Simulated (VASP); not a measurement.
# Bi (R-3m) in VASP: notebook

One crystal, Bi, is run at these levels: PBEsol, RPBE; tasks: relaxation of cell and atoms.

Everything below comes from runs of VASP 6.6.1. Logs are shortened: lines on timing, memory, paths and dates and some standing lists are left out, and cuts for length are marked.

## (1) Starting point

Symmetry: R-3m, No. 166, trigonal system. The conventional cell has a = 4.535 Å, b = 4.535 Å, c = 11.814 Å, α = 90.00°, β = 90.00°, γ = 120.00°. Bi (site symmetry 3m) is surrounded by 6 Bi at 3.06 to 3.52 Å.

## (2) Relaxation of cell and atoms, PBEsol

The input, INCAR:

```
PREC = Accurate
ENCUT = 480
EDIFF = 1E-7
ISMEAR = 0
SIGMA = 0.1
LREAL = False
LASPH = True
NELM = 60
ALGO = Normal
ISIF = 3
LWAVE = False
LCHARG = False
GGA = PS
IBRION = 2
NSW = 90
EDIFFG = -0.005
```

The input, KPOINTS:

```
regular mesh
0
Gamma
  12 12 12
```

The input, POSCAR:

```
Bi
1.0
    2.2675000000      1.3091417400      3.9380000000
   -2.2675000000      1.3091417400      3.9380000000
    0.0000000000     -2.6182834700      3.9380000000
Bi
2
Direct
    0.2340000000      0.2340000000      0.2340000000
    0.7660000000      0.7660000000      0.7660000000
```

Potentials or basis: VASP PAW PBE potentials, release 64 (Bi_d).

Command:

```console
$ cat potpaw_PBE.64/Bi_d/POTCAR > POTCAR
$ mpirun -np 1 vasp_std > vasp.out
```

OUTCAR:

```text
PREC = Accurate
   ENCUT = 480
   EDIFF = 1E-7
   ISMEAR = 0
   LREAL = False
   LASPH = True
   NELM = 60
   ISIF = 3
   GGA = PS
   IBRION = 2
   NSW = 90
   EDIFFG = -0.005

 ion  position               nearest neighbor table
   1  0.234  0.234  0.234-   2 3.06   2 3.06   2 3.06   2 3.52   2 3.52   2 3.52
   2  0.766  0.766  0.766-   1 3.06   1 3.06   1 3.06   1 3.52   1 3.52   1 3.52

  LATTYP: Found a trigonal (rhomboedric) cell.
 ALAT       =     4.7289800534
 COS(alpha) =     0.5401781297

  Lattice vectors:

 A1 = (   2.2675000000,   1.3091417400,   3.9380000000)
 A2 = (  -2.2675000000,   1.3091417400,   3.9380000000)
 A3 = (   0.0000000000,  -2.6182834700,   3.9380000000)

Analysis of symmetry for initial positions (statically):
=====================================================================
 Subroutine PRICEL returns:
 Original cell was already a primitive cell.

 Routine SETGRP: Setting up the symmetry group for a
 trigonal (rhombohedral) supercell.

 Subroutine GETGRP returns: Found 12 space group operations
 (whereof 12 operations were pure point group operations)
 out of a pool of 12 trial point group operations.

The static configuration has the point symmetry D_3d.

Analysis of symmetry for dynamics (positions and initial velocities):
=====================================================================
 Subroutine PRICEL returns:
 Original cell was already a primitive cell.

 Routine SETGRP: Setting up the symmetry group for a
 trigonal (rhombohedral) supercell.

 Subroutine GETGRP returns: Found 12 space group operations
 (whereof 12 operations were pure point group operations)
 out of a pool of 12 trial point group operations.

The dynamic configuration has the point symmetry D_3d.

 Subroutine INISYM returns: Found 12 space group operations
 (whereof 12 operations are pure point group operations),
 and found     1 'primitive' translations

----------------------------------------------------------------------------------------

                                     Primitive cell

  volume of cell :      70.1392

  direct lattice vectors                    reciprocal lattice vectors
     2.267500000  1.309141740  3.938000000     0.220507166  0.127309872  0.084645336
    -2.267500000  1.309141740  3.938000000    -0.220507166  0.127309872  0.084645336
     0.000000000 -2.618283470  3.938000000     0.000000000 -0.254619744  0.084645336

  length of vectors
     4.728980053  4.728980053  4.728980052     0.268320791  0.268320791  0.268320791

  position of ions in fractional coordinates (direct lattice)
     0.234000000  0.234000000  0.234000000
     0.766000000  0.766000000  0.766000000

  ion indices of the primitive-cell ions
   primitive index   ion index
                 1           1
                 2           2

----------------------------------------------------------------------------------------

 KPOINTS: regular mesh

Automatic generation of k-mesh.
 Grid dimensions read from file:
 generate k-points for:   12   12   12

 Generating k-lattice:

  Cartesian coordinates                     Fractional coordinates (reciprocal lattice)
     0.018375597  0.010609156  0.007053778     0.083333333  0.000000000  0.000000000
    -0.018375597  0.010609156  0.007053778     0.000000000  0.083333333  0.000000000
     0.000000000 -0.021218312  0.007053778     0.000000000  0.000000000  0.083333333

  Length of vectors
     0.022360066  0.022360066  0.022360066

  Shift w.r.t. Gamma in fractional coordinates (k-lattice)
     0.000000000  0.000000000  0.000000000

 Subroutine IBZKPT returns following result:
 ===========================================

 Found    189 irreducible k-points:

 Following reciprocal coordinates:
            Coordinates               Weight
  0.000000  0.000000  0.000000      1.000000
  0.083333  0.000000 -0.000000      6.000000
  0.166667  0.000000  0.000000      6.000000
  0.250000  0.000000  0.000000      6.000000
  0.333333  0.000000  0.000000      6.000000
  0.416667  0.000000 -0.000000      6.000000
[... 16 lines left out ...]
  0.500000  0.166667  0.000000     12.000000
 -0.416667  0.166667  0.000000     12.000000
 [... further k-points ...]
   k-points           NKPTS =    189   k-points in BZ     NKDIM =    189   number of bands    NBANDS=     19
   number of dos      NEDOS =    301   number of ions     NIONS =      2
   total plane-waves  NPLWV =  46656
   dimension x,y,z NGX =    36 NGY =   36 NGZ =   36
   dimension x,y,z NGXF=    72 NGYF=   72 NGZF=   72
   ions per type =               2
   NGX,Y,Z   is equivalent  to a cutoff of  12.66, 12.66, 12.66 a.u.
   NGXF,Y,Z  is equivalent  to a cutoff of  25.31, 25.31, 25.31 a.u.
 SYSTEM =  unknown system
   PREC   = accura    normal or accurate (medium, high low for compatibility)
   ISTART =      0    job   : 0-new  1-cont  2-samecut
   ICHARG =      2    charge: 1-file 2-atom 10-const
   ISPIN  =      1    spin polarized calculation?
   LNONCOLLINEAR =      F non collinear calculations
   LSORBIT =      F    spin-orbit coupling
   LASPH  =      T    aspherical Exc in radial PAW
   ENCUT  =  480.0 eV  35.28 Ry    5.94 a.u.   8.45  8.45  8.45*2*pi/ulx,y,z
   NELM   =     60;   NELMIN=  2; NELMDL= -5     # of ELM steps
   EDIFF  = 0.1E-06   stopping-criterion for ELM
   LREAL  =      F    real-space projection
   EDIFFG = -.5E-02   stopping-criterion for IOM
   NSW    =     90    number of steps for IOM
   IBRION =      2    ionic relax: 0-MD 1-quasi-New 2-CG
   NFREE  =      1    steps in history (QN), initial steepest desc. (CG)
   ISIF   =      3    stress and relaxation
   ISYM   =      2    0-nonsym 1-usesym 2-fastsym
   POTIM  = 0.5000    time-step for ionic-motion
   TEBEG  =    0.0;   TEEND  =   0.0 temperature during run
   PSTRESS=    0.0 pullay stress
   NELECT =      30.0000    total number of electrons
   NUPDOWN=      -1.0000    fix difference up-down
   EMIN   =  10.00;   EMAX   =-10.00  energy-range for DOS
   EFERMI =   0.00;   METHOD = LEGACY
   ISMEAR =     0;   SIGMA  =   0.10  broadening in eV -4-tet -1-fermi 0-gaus
   EFERMI_NEDOS =   21; number of points for ismear=-14 and -15
   IALGO  =     38    algorithm
   IMIX   =      4    mixing-type and parameters
     AMIX     =   0.40;   BMIX     =  1.00
     AMIX_MAG =   1.60;   BMIX_MAG =  1.00
  volume/ion in A,a.u.               =      35.07       236.66
  Fermi-wavevector in a.u.,A,eV,Ry     =   1.233469  2.330919 20.700530  1.521446
  Thomas-Fermi vector in A             =   2.368198
   LORBIT       =      0    0 simple, 1 ext, 2 COOP (PROOUT), +10 PAW based schemes
   GGA     = PS    functional components
   LHFCALC =     F    Hartree Fock is set to
   AEXX    =    0.0000 exact exchange contribution
   IVDW    =     0    specifies the selected vdW correction
   LEPSILON=     F    determine dielectric tensor
   LRPA    =     F    only Hartree local field effects (RPA)
 conjugate gradient relaxation of ions
 non-spin polarized calculation
 Gauss-broadening in eV      SIGMA  =   0.10
  energy-cutoff  :      480.00
  volume of cell :       70.14
 maximum number of plane-waves:      1692
 NGX is ok and might be reduce to    36
   NGX = 17   NGY = 17   NGZ = 17

--------------------------------------- Ionic step        1  -------------------------------------------

 number of electron      30.0000004 magnetization

 Free energy of the ion-electron system (eV)
  ---------------------------------------------------
  ext. energy  EPLUGINS =         0.00000000
  ---------------------------------------------------
  free energy    TOTEN  =        -8.59993760 eV

  energy without entropy =       -8.59878315  energy(sigma->0) =       -8.59936037

------------------------ aborting loop because EDIFF is reached ----------------------------------------

  FORCE on cell =-STRESS in cart. coord.  units (eV):
  Direction    XX          YY          ZZ          XY          YZ          ZX
  --------------------------------------------------------------------------------------
  -------------------------------------------------------------------------------------
  Total       -0.1289614     -0.1289614     -0.0824491      0.0000000     -0.0000000      0.0000000
  in kB       -2.9458427     -2.9458427     -1.8833706      0.0000000     -0.0000000      0.0000000
  external PRESSURE =      -2.5916853 kB  Pullay stress =       0.0000000 kB
[... 89 lines left out ...]
  FREE ENERGIE OF THE ION-ELECTRON SYSTEM (eV)
  ---------------------------------------------------
  free  energy   TOTEN  =        -8.6042169572 eV

  energy  without entropy=       -8.6029535143  energy(sigma->0) =       -8.60358524

[... ionic steps 4 to 8 ...]

--------------------------------------- Ionic step        9  -------------------------------------------

 number of electron      30.0000004 magnetization

------------------------ aborting loop because EDIFF is reached ----------------------------------------

  FORCE on cell =-STRESS in cart. coord.  units (eV):
  Direction    XX          YY          ZZ          XY          YZ          ZX
  --------------------------------------------------------------------------------------
  -------------------------------------------------------------------------------------
  Total       -0.0112476     -0.0112476     -0.0218710      0.0000000     -0.0000000      0.0000000
  in kB       -0.2620223     -0.2620223     -0.5095012      0.0000000     -0.0000000      0.0000000
  external PRESSURE =      -0.3445152 kB  Pullay stress =       0.0000000 kB
[... 57 lines left out ...]
  energy  without entropy=       -8.6050358782  energy(sigma->0) =       -8.60564284

--------------------------------------- Ionic step       11  -------------------------------------------

 number of electron      30.0000004 magnetization

 Free energy of the ion-electron system (eV)
  ---------------------------------------------------
  ext. energy  EPLUGINS =         0.00000000
  ---------------------------------------------------
  free energy    TOTEN  =        -8.60625255 eV

  energy without entropy =       -8.60503457  energy(sigma->0) =       -8.60564356

 E-fermi :   6.4231     XC(G=0):  -9.8194

 val. band max:        6.4145411570   @ k =   0.4167   0.0833   0.0833
 cond. band min:       6.4938360523   @ k =   0.4167   0.0000  -0.0000
 fundamental gap:      0.0792948953
 Fermi energy:         6.4231498248

 k-point     1 :       0.0000    0.0000    0.0000
  band No.  band energies     occupation
      1     -16.4492      2.00000
      2     -16.4492      2.00000
      3     -16.2911      2.00000
      4     -16.2911      2.00000
      5     -16.2807      2.00000
      6     -16.0981      2.00000
[... 11 lines left out ...]
     18       9.4838      0.00000
     19      11.9290      0.00000
[... 489 lines left out ...]
      3     -16.2417      2.00000
      4     -16.2247      2.00000
      5     -16.2024      2.00000
      6     -16.1873      2.00000
[... 11 lines left out ...]
     18       9.7197      0.00000
     19      13.2417      0.00000

 [... further k-points ...]

------------------------ aborting loop because EDIFF is reached ----------------------------------------

  FORCE on cell =-STRESS in cart. coord.  units (eV):
  Direction    XX          YY          ZZ          XY          YZ          ZX
  --------------------------------------------------------------------------------------
  -------------------------------------------------------------------------------------
  Total        0.0027918      0.0027918      0.0053952      0.0000000      0.0000000      0.0000000
  in kB        0.0650840      0.0650840      0.1257785      0.0000000      0.0000000      0.0000000
  external PRESSURE =       0.0853155 kB  Pullay stress =       0.0000000 kB
[... 17 lines left out ...]
  FREE ENERGIE OF THE ION-ELECTRON SYSTEM (eV)
  ---------------------------------------------------
  free  energy   TOTEN  =        -8.6062525506 eV

  energy  without entropy=       -8.6050345719  energy(sigma->0) =       -8.60564356

 reached required accuracy - stopping structural energy minimisation
```

Run time: 9.8 min. Hardware: 1 thread of Intel Xeon Platinum 8559C (Emerald Rapids), shared host; peak memory 0.34 GiB.

Results:

- Free energy: -8.6063 eV
- Relaxed volume: 34.36 Å³/atom
- Relaxed cell: a = 4.674 Å, b = 4.674 Å, c = 4.674 Å, α = 57.90°, β = 57.90°, γ = 57.90°
- Space group after relaxing (to 0.05 Å): R-3m (No. 166)
- Energy gained by relaxing: 3.2 meV/atom
- Ionic steps: 11
- Pressure after relaxing: 0.0 GPa
- Largest force after relaxing: 0.004 eV/Å
- Band gap on the k mesh: none (metal or under the smearing width)

Forces on the atoms (eV/Å):
```
Bi   0.000  0.000 -0.004
Bi   0.000  0.000  0.004
```

The path:
```
step  energy change (eV)  largest force (eV/Å)  pressure (GPa)  volume (Å³)
   1              0.0000                0.1609           -0.26        70.14
   2             -0.0028                0.1316           -0.01        69.56
   3             -0.0043                0.0952            0.31        68.86
   4             -0.0056                0.0006           -0.16        69.20
   5             -0.0056                0.0045           -0.13        69.18
   6             -0.0060                0.0025           -0.07        68.99
   7             -0.0062                0.0132            0.04        68.67
   8             -0.0063                0.0121           -0.03        68.77
   9             -0.0063                0.0118           -0.03        68.78
  10             -0.0063                0.0009            0.03        68.70
  11             -0.0063                0.0035            0.01        68.72
```

Final structure:
```
Bi
1.0
     2.26239    1.30619    3.87604
    -2.26239    1.30619    3.87604
     0.00000   -2.61238    3.87604
Bi
2
Direct
  0.23692 0.23692 0.23692
  0.76308 0.76308 0.76308
```

Caveat: the PAW data sets were made with another functional, which shifts forces and pressure a little; spin-orbit coupling is left out, which moves the levels of the heavy elements.

## (3) Relaxation of cell and atoms, RPBE

Changes to INCAR since step 2:

```diff
@@ -1,3 +1,3 @@
 PREC = Accurate
-ENCUT = 480
+ENCUT = 600
 EDIFF = 1E-7
@@ -12,3 +12,3 @@
 LCHARG = False
-GGA = PS
+GGA = RP
 IBRION = 2
```

KPOINTS is that of step 2.

POSCAR is that of step 2.

Potentials or basis: VASP PAW PBE potentials, release 64 (Bi_d).

Command:

```console
$ cat potpaw_PBE.64/Bi_d/POTCAR > POTCAR
$ mpirun -np 1 vasp_std > vasp.out
```

Run time: 19 min. Hardware: 1 thread of Intel Xeon Platinum 8559C (Emerald Rapids), shared host; peak memory 0.44 GiB.

Results (log left out):

| Item | Value |
| --- | --- |
| Free energy | -7.0442 eV |
| Relaxed volume | 38.94 Å³/atom |
| Relaxed cell | a = 5.010 Å, b = 5.010 Å, c = 5.010 Å, α = 54.67°, β = 54.67°, γ = 54.67° |
| Space group after relaxing (to 0.05 Å) | R-3m (No. 166) |
| Energy gained by relaxing | 32.9 meV/atom |
| Ionic steps | 14 |
| Pressure after relaxing | 0.0 GPa |
| Band gap on the k mesh | none (metal or under the smearing width) |

The path:
| step | energy change (eV) | largest force (eV/Å) | pressure (GPa) | volume (Å³) |
| --- | --- | --- | --- | --- |
| 1 | 0.0000 | 0.2578 | 3.55 | 70.14 |
| 2 | -0.0401 | 0.2942 | -1.43 | 78.32 |
| 3 | -0.0554 | 0.1198 | 0.06 | 75.30 |
| 4 | -0.0575 | 0.1052 | 0.05 | 75.53 |
| 5 | -0.0622 | 0.0551 | 0.06 | 76.20 |
| 6 | -0.0651 | 0.0679 | 0.20 | 77.53 |
| 7 | -0.0635 | 0.0683 | -0.55 | 79.34 |
| 8 | -0.0655 | 0.0259 | -0.04 | 78.08 |
| 9 | -0.0657 | 0.0066 | 0.01 | 77.90 |
| 10 | -0.0657 | 0.0057 | 0.01 | 77.89 |
| 11 | -0.0657 | 0.0054 | 0.01 | 77.89 |
| 12 | -0.0657 | 0.0043 | -0.03 | 77.94 |
| 13 | -0.0657 | 0.0012 | -0.01 | 77.91 |
| 14 | -0.0657 | 0.0004 | 0.00 | 77.87 |

Final structure:
```
CELL_PARAMETERS angstrom
2.30059 1.32825 4.24741
-2.30059 1.32825 4.24741
0.00000 -2.65650 4.24741
ATOMIC_POSITIONS crystal
Bi 0.23071 0.23071 0.23071
Bi 0.76929 0.76929 0.76929
```

Levels at points of the mesh, in eV from the Fermi level:
```csv
k point,band 11,band 12,band 13,band 14,band 15,band 16,band 17,band 18,band 19
"(0.00, 0.00, 0.00)",-12.59,-7.83,-1.54,-0.98,-0.98,2.08,2.67,2.67,5.74
"(0.50, 0.00, 0.00)",-10.95,-10.21,-1.66,-1.27,-0.40,-0.13,0.63,1.34,6.96
"(0.50, 0.50, 0.00)",-11.04,-9.51,-4.12,-2.73,-2.47,2.34,4.35,5.24,5.79
"(0.50, 0.50, 0.50)",-11.77,-9.55,-0.87,-0.54,-0.54,0.88,1.02,1.02,6.45
```

Caveat: the PAW data sets were made with another functional, which shifts forces and pressure a little; spin-orbit coupling is left out, which moves the levels of the heavy elements; the volume moved by +11 % from the deposited cell, more than functionals usually miss. Zero-point motion and thermal expansion aren't in these numbers.
